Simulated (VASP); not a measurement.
# BeS (F-43m) in VASP: further runs

Runs on BeS. Level: PBEsol. Tasks: relaxation of cell and atoms.

Everything below comes from runs of VASP 6.6.1. Logs are shortened: lines on timing, memory, paths and dates and some standing lists are left out, and cuts for length are marked.

### 1 The crystal as given

The structure is cubic, space group F-43m (No. 216). The conventional cell has a = 4.850 Å, b = 4.850 Å, c = 4.850 Å, α = 90.00°, β = 90.00°, γ = 90.00°. Around Be (site symmetry -43m) lie 4 S at 2.10 Å. S (site symmetry -43m) is surrounded by 4 Be at 2.10 Å.

### 2 Relaxation of cell and atoms, PBEsol, target pressure 0.6 GPa, at which the enthalpy is minimised

INCAR reads:

```
ALGO     = Normal         # electronic algorithm
EDIFF    = 1E-6           # SCF threshold, eV
EDIFFG   = -0.01          # ionic threshold
ENCUT    = 600            # plane-wave cutoff, eV
GGA      = PS             # functional
IBRION   = 2              # ionic algorithm
ISIF     = 3              # what is computed and relaxed
ISMEAR   = 0              # smearing method
LASPH    = T              # aspherical terms in the spheres
LCHARG   = F              # write CHGCAR
LREAL    = F              # projectors in reciprocal space
LWAVE    = F              # write WAVECAR
NELM     = 80             # most SCF steps
NSW      = 90             # ionic steps
PREC     = Accurate       # precision mode
PSTRESS  = 6.0          
SIGMA    = 0.03           # smearing width, eV
```

KPOINTS reads:

```
k-points
0
Gamma
  10 10 10
```

POSCAR reads:

```
BeS
1.0
    0.0000000000      2.4250000000      2.4250000000
    2.4250000000      0.0000000000      2.4250000000
    2.4250000000      2.4250000000      0.0000000000
Be S
1 1
Direct
    0.0000000000      0.0000000000      0.0000000000
    0.2500000000      0.2500000000      0.2500000000
```

Potentials or basis: VASP PAW PBE potentials, release 64 (Be, S).

The run is started by

```
> cat potpaw_PBE.64/Be/POTCAR potpaw_PBE.64/S/POTCAR > POTCAR
> mpirun -np 1 vasp_std > vasp.out
```

OUTCAR:

```text
EDIFF = 1E-6
   EDIFFG = -0.01
   ENCUT = 600
   GGA = PS
   IBRION = 2
   ISIF = 3
   ISMEAR = 0
   LASPH = T
   LREAL = F
   NELM = 80
   NSW = 90
   PREC = Accurate
   PSTRESS = 6.0

 ion  position               nearest neighbor table
   1  0.000  0.000  0.000-   2 2.10   2 2.10   2 2.10   2 2.10
   2  0.250  0.250  0.250-   1 2.10   1 2.10   1 2.10   1 2.10

  LATTYP: Found a face centered cubic cell.
 ALAT       =     4.8500000000

  Lattice vectors:

 A1 = (   0.0000000000,   2.4250000000,   2.4250000000)
 A2 = (   2.4250000000,   0.0000000000,   2.4250000000)
 A3 = (   2.4250000000,   2.4250000000,   0.0000000000)

Analysis of symmetry for initial positions (statically):
=====================================================================
 Subroutine PRICEL returns:
 Original cell was already a primitive cell.

 Routine SETGRP: Setting up the symmetry group for a
 face centered cubic supercell.

 Subroutine GETGRP returns: Found 24 space group operations
 (whereof 24 operations were pure point group operations)
 out of a pool of 48 trial point group operations.

The static configuration has the point symmetry T_d .

Analysis of symmetry for dynamics (positions and initial velocities):
=====================================================================
 Subroutine PRICEL returns:
 Original cell was already a primitive cell.

 Routine SETGRP: Setting up the symmetry group for a
 face centered cubic supercell.

 Subroutine GETGRP returns: Found 24 space group operations
 (whereof 24 operations were pure point group operations)
 out of a pool of 48 trial point group operations.

The dynamic configuration has the point symmetry T_d .

 Subroutine INISYM returns: Found 24 space group operations
 (whereof 24 operations are pure point group operations),
 and found     1 'primitive' translations

----------------------------------------------------------------------------------------

                                     Primitive cell

  volume of cell :      28.5210

  direct lattice vectors                    reciprocal lattice vectors
     0.000000000  2.425000000  2.425000000    -0.206185567  0.206185567  0.206185567
     2.425000000  0.000000000  2.425000000     0.206185567 -0.206185567  0.206185567
     2.425000000  2.425000000  0.000000000     0.206185567  0.206185567 -0.206185567

  length of vectors
     3.429467889  3.429467889  3.429467889     0.357123878  0.357123878  0.357123878

  position of ions in fractional coordinates (direct lattice)
     0.000000000  0.000000000  0.000000000
     0.250000000  0.250000000  0.250000000

  ion indices of the primitive-cell ions
   primitive index   ion index
                 1           1
                 2           2

----------------------------------------------------------------------------------------

 KPOINTS: k-points

Automatic generation of k-mesh.
 Grid dimensions read from file:
 generate k-points for:   10   10   10

 Generating k-lattice:

  Cartesian coordinates                     Fractional coordinates (reciprocal lattice)
    -0.020618557  0.020618557  0.020618557     0.100000000  0.000000000  0.000000000
     0.020618557 -0.020618557  0.020618557     0.000000000  0.100000000  0.000000000
     0.020618557  0.020618557 -0.020618557     0.000000000  0.000000000  0.100000000

  Length of vectors
     0.035712388  0.035712388  0.035712388

  Shift w.r.t. Gamma in fractional coordinates (k-lattice)
     0.000000000  0.000000000  0.000000000

 Subroutine IBZKPT returns following result:
 ===========================================

 Found     47 irreducible k-points:

 Following reciprocal coordinates:
            Coordinates               Weight
  0.000000  0.000000  0.000000      1.000000
  0.100000  0.000000  0.000000      8.000000
  0.200000  0.000000  0.000000      8.000000
  0.300000  0.000000  0.000000      8.000000
  0.400000  0.000000  0.000000      8.000000
  0.500000  0.000000  0.000000      4.000000
[... 16 lines left out ...]
  0.300000  0.300000  0.000000      6.000000
  0.400000  0.300000  0.000000     24.000000
 [... further k-points ...]
   k-points           NKPTS =     47   k-points in BZ     NKDIM =     47   number of bands    NBANDS=      8
   number of dos      NEDOS =    301   number of ions     NIONS =      2
   total plane-waves  NPLWV =  21952
   dimension x,y,z NGX =    28 NGY =   28 NGZ =   28
   dimension x,y,z NGXF=    56 NGYF=   56 NGZF=   56
   ions per type =               1   1
   NGX,Y,Z   is equivalent  to a cutoff of  13.57, 13.57, 13.57 a.u.
   NGXF,Y,Z  is equivalent  to a cutoff of  27.15, 27.15, 27.15 a.u.
 SYSTEM =  unknown system
   PREC   = accura    normal or accurate (medium, high low for compatibility)
   ISTART =      0    job   : 0-new  1-cont  2-samecut
   ICHARG =      2    charge: 1-file 2-atom 10-const
   ISPIN  =      1    spin polarized calculation?
   LNONCOLLINEAR =      F non collinear calculations
   LSORBIT =      F    spin-orbit coupling
   LASPH  =      T    aspherical Exc in radial PAW
   ENCUT  =  600.0 eV  44.10 Ry    6.64 a.u.   6.85  6.85  6.85*2*pi/ulx,y,z
   NELM   =     80;   NELMIN=  2; NELMDL= -5     # of ELM steps
   EDIFF  = 0.1E-05   stopping-criterion for ELM
   LREAL  =      F    real-space projection
   EDIFFG = -.1E-01   stopping-criterion for IOM
   NSW    =     90    number of steps for IOM
   IBRION =      2    ionic relax: 0-MD 1-quasi-New 2-CG
   NFREE  =      1    steps in history (QN), initial steepest desc. (CG)
   ISIF   =      3    stress and relaxation
   ISYM   =      2    0-nonsym 1-usesym 2-fastsym
   POTIM  = 0.5000    time-step for ionic-motion
   TEBEG  =    0.0;   TEEND  =   0.0 temperature during run
   PSTRESS=    6.0 pullay stress
   NELECT =       8.0000    total number of electrons
   NUPDOWN=      -1.0000    fix difference up-down
   EMIN   =  10.00;   EMAX   =-10.00  energy-range for DOS
   EFERMI =   0.00;   METHOD = LEGACY
   ISMEAR =     0;   SIGMA  =   0.03  broadening in eV -4-tet -1-fermi 0-gaus
   EFERMI_NEDOS =   21; number of points for ismear=-14 and -15
   IALGO  =     38    algorithm
   IMIX   =      4    mixing-type and parameters
     AMIX     =   0.40;   BMIX     =  1.00
     AMIX_MAG =   1.60;   BMIX_MAG =  1.00
  volume/ion in A,a.u.               =      14.26        96.23
  Fermi-wavevector in a.u.,A,eV,Ry     =   1.071642  2.025110 15.625158  1.148417
  Thomas-Fermi vector in A             =   2.207388
   LORBIT       =      0    0 simple, 1 ext, 2 COOP (PROOUT), +10 PAW based schemes
   GGA     = PS    functional components
   LHFCALC =     F    Hartree Fock is set to
   AEXX    =    0.0000 exact exchange contribution
   IVDW    =     0    specifies the selected vdW correction
   LEPSILON=     F    determine dielectric tensor
   LRPA    =     F    only Hartree local field effects (RPA)
 conjugate gradient relaxation of ions
 non-spin polarized calculation
 Gauss-broadening in eV      SIGMA  =   0.03
  energy-cutoff  :      600.00
  volume of cell :       28.52
 maximum number of plane-waves:       966
   NGX = 13   NGY = 13   NGZ = 13

--------------------------------------- Ionic step        1  -------------------------------------------

 number of electron       7.9999999 magnetization

 Free energy of the ion-electron system (eV)
  ---------------------------------------------------
  ext. energy  EPLUGINS =         0.00000000
  ---------------------------------------------------
  free energy    TOTEN  =       -10.56435030 eV

  energy without entropy =      -10.56435030  energy(sigma->0) =      -10.56435030

------------------------ aborting loop because EDIFF is reached ----------------------------------------

  FORCE on cell =-STRESS in cart. coord.  units (eV):
  Direction    XX          YY          ZZ          XY          YZ          ZX
  --------------------------------------------------------------------------------------
  -------------------------------------------------------------------------------------
  Total       -0.0942773     -0.0942773     -0.0942773      0.0000000      0.0000000      0.0000000
  in kB       -5.2960571     -5.2960571     -5.2960571      0.0000000      0.0000000      0.0000000
  external PRESSURE =     -11.2960571 kB  Pullay stress =       6.0000000 kB

 VOLUME and BASIS-vectors are now :
 -----------------------------------------------------------------------------
  energy-cutoff  :      600.00
  volume of cell :       28.52
      direct lattice vectors                 reciprocal lattice vectors
     0.000000000  2.425000000  2.425000000    -0.206185567  0.206185567  0.206185567
     2.425000000  0.000000000  2.425000000     0.206185567 -0.206185567  0.206185567
     2.425000000  2.425000000  0.000000000     0.206185567  0.206185567 -0.206185567
[... 46 lines left out ...]
  FREE ENERGIE OF THE ION-ELECTRON SYSTEM (eV)
  ---------------------------------------------------
  free  energy   TOTEN  =       -10.5639175349 eV

  energy  without entropy=      -10.5639175349  energy(sigma->0) =      -10.56391753

  enthalpy is  TOTEN    =       -10.4586557002 eV   P V=        0.1052618347

--------------------------------------- Ionic step        3  -------------------------------------------

 number of electron       8.0000000 magnetization

 Free energy of the ion-electron system (eV)
  ---------------------------------------------------
  ext. energy  EPLUGINS =         0.00000000
  ---------------------------------------------------
  free energy    TOTEN  =       -10.56429546 eV

  energy without entropy =      -10.56429546  energy(sigma->0) =      -10.56429546

 E-fermi :   4.4760     XC(G=0):  -9.9489

 val. band max:        4.2659689667   @ k =   0.0000   0.0000   0.0000
 cond. band min:       7.1675848955   @ k =   0.5000   0.5000   0.0000
 fundamental gap:      2.9016159289
 Fermi energy:         4.4759742552

 k-point     1 :       0.0000    0.0000    0.0000
  band No.  band energies     occupation
      1      -9.5312      2.00000
      2       4.2660      2.00000
      3       4.2660      2.00000
      4       4.2660      2.00000
      5       9.8704      0.00000
      6       9.8704      0.00000
      7       9.8704      0.00000
      8      10.0706      0.00000

 k-point     2 :       0.1000    0.0000    0.0000
  band No.  band energies     occupation
      1      -9.4141      2.00000
      2       3.4162      2.00000
      3       4.1286      2.00000
      4       4.1286      2.00000
      5       9.8008      0.00000
      6      10.1161      0.00000
      7      10.1161      0.00000
      8      10.9985      0.00000
[... 221 lines left out ...]
 k-point    23 :       0.3000    0.3000    0.0000
  band No.  band energies     occupation
      1      -8.2746      2.00000
      2       0.7699      2.00000
      3       2.2408      2.00000
      4       2.2408      2.00000
      5       8.2053      0.00000
      6      10.1144      0.00000
      7      13.9547      0.00000
      8      13.9547      0.00000

 k-point    24 :       0.4000    0.3000    0.0000
  band No.  band energies     occupation
      1      -7.8861      2.00000
      2       0.0153      2.00000
      3       1.7442      2.00000
      4       2.0139      2.00000
      5       8.1675      0.00000
      6      10.0016      0.00000
      7      14.4296      0.00000
      8      14.5469      0.00000

 [... further k-points ...]
[... 5 lines left out ...]
  --------------------------------------------------------------------------------------
  -------------------------------------------------------------------------------------
  Total        0.1058622      0.1058622      0.1058622     -0.0000000      0.0000000     -0.0000000
  in kB        6.0167878      6.0167878      6.0167878     -0.0000000      0.0000000     -0.0000000
  external PRESSURE =       0.0167878 kB  Pullay stress =       6.0000000 kB

 VOLUME and BASIS-vectors are now :
 -----------------------------------------------------------------------------
  energy-cutoff  :      600.00
  volume of cell :       28.19
      direct lattice vectors                 reciprocal lattice vectors
     0.000000000  2.415566530  2.415566530    -0.206990780  0.206990780  0.206990780
     2.415566530  0.000000000  2.415566530     0.206990780 -0.206990780  0.206990780
     2.415566530  2.415566530  0.000000000     0.206990780  0.206990780 -0.206990780

 POSITION                                       TOTAL-FORCE (eV/Angst)
 -----------------------------------------------------------------------------------
      0.00000      0.00000      0.00000         0.000000      0.000000      0.000000
      1.20778      1.20778      1.20778        -0.000000     -0.000000     -0.000000
 -----------------------------------------------------------------------------------
    total drift:                                0.000000      0.000000      0.000000

  FREE ENERGIE OF THE ION-ELECTRON SYSTEM (eV)
  ---------------------------------------------------
  free  energy   TOTEN  =       -10.5642954646 eV

  energy  without entropy=      -10.5642954646  energy(sigma->0) =      -10.56429546

  enthalpy is  TOTEN    =       -10.4587285876 eV   P V=        0.1055668770

 reached required accuracy - stopping structural energy minimisation
```

It took 10 s on 1 thread of Intel Xeon 6975P-C (Granite Rapids), shared host; peak memory 0.16 GiB.

Results:

- Free energy: -10.5643 eV
- Relaxed volume: 14.09 Å³/atom
- Relaxed cell: a = 3.416 Å, b = 3.416 Å, c = 3.416 Å, α = 60.00°, β = 60.00°, γ = 60.00°
- Space group after relaxing (to 0.05 Å): F-43m (No. 216)
- Energy change on relaxing (the enthalpy is what falls): +0.0 meV/atom
- Ionic steps: 3
- Pressure after relaxing: 0.6 GPa
- Band gap on the k mesh: 2.90 eV, indirect (least direct gap 5.60 eV)

Final structure:
```xyz
2
Lattice="0.0000 2.4156 2.4156 2.4156 0.0000 2.4156 2.4156 2.4156 0.0000" Properties=species:S:1:pos:R:3 pbc="T T T"
Be    0.0000    0.0000    0.0000
S     1.2078    1.2078    1.2078
```

Levels at points of the mesh, in eV from the valence-band top:
| k point | band 1 | band 2 | band 3 | band 4 | band 5 | band 6 | band 7 | band 8 |
| --- | --- | --- | --- | --- | --- | --- | --- | --- |
| (0.00, 0.00, 0.00) | -13.80 | 0.00 | 0.00 | 0.00 | 5.60 | 5.60 | 5.60 | 5.80 |
| (0.50, 0.00, 0.00) | -12.13 | -5.94 | -1.06 | -1.06 | 5.42 | 6.48 | 6.48 | 11.03 |
| (0.50, 0.50, 0.00) | -11.57 | -5.13 | -2.71 | -2.71 | 2.90 | 4.80 | 12.84 | 12.84 |

Caveat: the cell is relaxed towards a set pressure, so the enthalpy falls and the energy may rise; the PAW data sets were made with another functional, which shifts forces and pressure a little.

(Continued in part 2 of 2.)
